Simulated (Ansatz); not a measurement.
# ZnSe: zone-centre modes at 3.0 GPa

These are results of DFT PBEsol, scalar-relativistic, plane waves, PAW (Ansatz), not measurements. Plane waves to 420 eV; Γ-centred k mesh 14×14×14; Fermi-Dirac smearing of 0.15 eV. No spin polarisation. Phonons by linear response, acoustic sum rule imposed.

The cell is fixed (symmetry leaves no force on the atoms) and stands under 3.0 GPa:
```
Zn Se
1.0
     0.00000    2.60620    2.60620
     2.60620    0.00000    2.60620
     2.60620    2.60620    0.00000
Zn Se
1 1
Cartesian
  0.0000 0.0000 0.0000
  2.6062 2.6062 2.6062
```

The cell is the ideal cubic rocksalt prototype; this isn't the usual structure of the compound. In a metal, frequencies and elastic constants depend on the k mesh and the smearing, soft modes and shear constants most. A semilocal functional can close a gap that the real compound has.

Optical modes at Γ; i marks an imaginary frequency:
```
frequency (meV) degeneracy
           13.1           3
```

All 3 optical modes at Γ are real: no displacement of atoms at fixed cell lowers the energy to second order. Strains and modes at other wave vectors aren't tested by this run.

Cost: 1 run of about 1.5 core-minutes, on Arm Neoverse N1 (shared hosts).